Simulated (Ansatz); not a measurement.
## LiH: opening a crack plane

LiH, Fm-3m, a = 3.979 Å. Ansatz: PBEsol, PAW, 420 eV, Γ-centred 9×9×2 mesh on 12 atoms, Gaussian smearing 0.05 eV; no spin polarisation. One cut on (111) per cell of 12 atoms is opened rigidly by x, between planes of H and Li that stand 1.15 Å apart; y is the energy per area (6.856 Å², 1 eV/Å² = 16.02 J/m²).

| x (Å) | y (J/m²) |
| --- | --- |
| 0.00 | 0.000 |
| 0.25 | 0.179 |
| 0.50 | ? |
| 0.75 | 1.283 |
| 1.00 | 2.011 |
| 1.50 | 3.463 |
| 2.00 | 4.462 |
| 3.00 | 5.059 |
| 4.50 | 5.204 |
| 6.00 | 5.240 |

Q: Fit the universal binding curve y = W[1 − (1 + x/l) e^(−x/l)] to the other rows, give the peak stress, and predict the missing value.

A: Least squares gives W = 5.37 J/m² and l = 0.706 Å. The stress dy/dx peaks at x = l with W/(e l) = 28.0 GPa, for rigid faces. At x = 0.50: x/l = 0.708, y = 0.852 J/m². The run gave 0.642 J/m², so the fit is 0.210 J/m² too high, within twice the rms miss on the fitted rows (0.178 J/m²): the form describes this series only roughly.

Cost: 12 runs of about 0.96 core-minutes in all, on Intel Xeon (Ice Lake) (shared hosts).